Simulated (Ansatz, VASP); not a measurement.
# Au in VASP and in Ansatz

```
CELL_PARAMETERS angstrom
3.09448 0.00000 0.00000
-1.54724 2.67990 0.00000
0.00000 0.00000 5.26365
ATOMIC_POSITIONS crystal
Au 0.33333 0.66667 0.25000
Au 0.66667 0.33333 0.75000
```

Alike in both runs: task single point; functional BLYP; k mesh 14 × 14 × 7; occupations fermi-dirac, width 0.1 eV; no spin polarisation.

|  | VASP | Ansatz |
| --- | --- | --- |
| version | VASP 6.6.1 | Ansatz 0.2.0 |
| potentials or method | VASP PAW PBE potentials, release 64 (Au) | plane waves (420 eV) with PAW, scalar-relativistic |
| plane-wave cutoff (eV) | 520 | 420 |
| valence electrons in the cell | 22 | 38 |

Ansatz gave:

- pressure (GPa): -8.1
- largest component of the traceless stress (GPa): 0.43

Task: Estimate VASP's values.

Result: Pressure (GPa): -7.8; largest component of the traceless stress (GPa): 0.37.

With one functional, cell and mesh, what is left measures potentials, basis and numerics. The two sets of potentials don't hold the same shells in valence.

Caveats: the PAW data sets were made with another functional, which shifts forces and pressure a little (VASP). The runs have no spin-orbit coupling, so splittings on Au are missing.
